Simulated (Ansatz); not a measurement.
# Al started in the widest void in wurtzite AlN, 97 atoms, charge +2

All numbers come from Ansatz (PAW, plane waves, no spin–orbit coupling) at the single k point (¼, ¼, ¼) without its symmetry partners. The atoms were relaxed with PBEsol in a fixed cell; other functionals are single points on those atoms unless said otherwise. The valence top and gap of the host come from its small cell on a dense mesh, with the band extrema sought between the mesh points, lined up by the mean potential, PBEsol gap 4.09 eV, HSE06 gap 5.54 eV. The charge correction uses an assumed dielectric constant of 8.5.

Cell: a = 9.341 Å, b = 10.787 Å, c = 9.967 Å, α = 90.00°, β = 90.00°, γ = 90.00°.

Nearest atoms after relaxation, from the placed atom (for vacancies from the middle of the vacant sites): N at 1.85 Å, N at 1.85 Å, N at 1.85 Å, Al at 2.40 Å, Al at 2.40 Å, Al at 2.40 Å, Al at 2.42 Å, Al at 2.42 Å.

Chemical potentials μ are those of reference phases of the elements at zero temperature by the same functional (the usual solids, diamond for C, grey Sn, and the molecules H2, N2, O2, F2, Cl2, Br2 and S8).

| functional | E(defect) − E(host) − Σ nμ + q·E_VBM (eV) | monopole (eV) | alignment (eV) | formation energy at E_F = VBM (eV) | moment (μB) | wall time, shared host |
| --- | --- | --- | --- | --- | --- | --- |
| PBEsol | 1.56 | 0.95 | 0.14 | 2.65 | 1.0 | 2.5 min on 7 threads of Neoverse-V2 (relaxation) |
| HSE06 | 0.22 | 0.95 | 0.15 | 1.32 | 1.0 | 12 min on 7 threads of Neoverse-V2 |

HSE06 one-electron levels near the gap (the ten most localised at most), from the host's valence top, not corrected for the charge's images:

| level (eV) | spin | filling | atoms sharing it | element of the atom with most weight |
| --- | --- | --- | --- | --- |
| -0.30 | down | 1.00 | 52.2 | spread |
| -0.29 | up | 1.00 | 54.2 | spread |
| -0.28 | down | 1.00 | 53.7 | spread |
| -0.22 | up | 1.00 | 50.7 | spread |
| -0.21 | down | 1.00 | 51.8 | spread |
| -0.11 | up | 1.00 | 43.9 | spread |
| -0.11 | down | 1.00 | 45.7 | spread |
| 3.55 | up | 1.00 | 7.5 | Al |
| 5.56 | down | 0.00 | 10.3 | Al |

All elements are taken at their own reference at once; growth conditions in equilibrium with the host shift these energies, by up to the host's formation enthalpy.

One k point and a cell of this size can leave errors of several tenths of an eV in such numbers.
